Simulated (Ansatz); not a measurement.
**ZnGeP2: carrier doping**

Take ZnGeP₂ in the chalcopyrite structure (space group I-42d, No. 122; a = 5.424 Å, c = 10.709 Å) as the base.

Carriers are added at fixed cell with a uniform background; the Fermi–Dirac width is that of 300 K.

Level of theory: PBEsol, PAW, 420 eV (Ansatz, a quantum-chemistry and plane-wave program; without spin-orbit coupling).

Notes on the quantities. Fermi level from band edge: Fermi level relative to the doped band's edge (positive inside the band; to 0.05 eV).

| case | gap between the host's bands | Fermi level from band edge | largest internal atomic displacement |
|---|---|---|---|
| undoped | 1.07 eV | – | – |
| electrons 3.0×10^21 cm⁻³ | 1.00 eV | +0.40 eV | ? |
| electrons 7.0×10^21 cm⁻³ | 0.91 eV | +0.60 eV | 0.034 Å |
| electrons 1.0×10^22 cm⁻³ | 0.84 eV | ? | 0.050 Å |
| holes 3.0×10^21 cm⁻³ | 1.12 eV | ? | – |
| holes 7.0×10^21 cm⁻³ | 1.19 eV | ? | 0.016 Å |
| holes 1.0×10^22 cm⁻³ | 1.24 eV | +0.90 eV | 0.017 Å |

Fill in the withheld entries from the trend.


- electrons 3.0×10^21 cm⁻³, largest internal atomic displacement: 0.014 Å
- electrons 1.0×10^22 cm⁻³, Fermi level from band edge: +0.70 eV
- holes 3.0×10^21 cm⁻³, Fermi level from band edge: +0.50 eV
- holes 7.0×10^21 cm⁻³, Fermi level from band edge: +0.75 eV

Carriers are added with a uniform compensating background; total energy and stress of such cells depend on the potential's zero and are not compared; many-body gap narrowing is missing at this level. Whether these cells are dynamically stable was not tested.
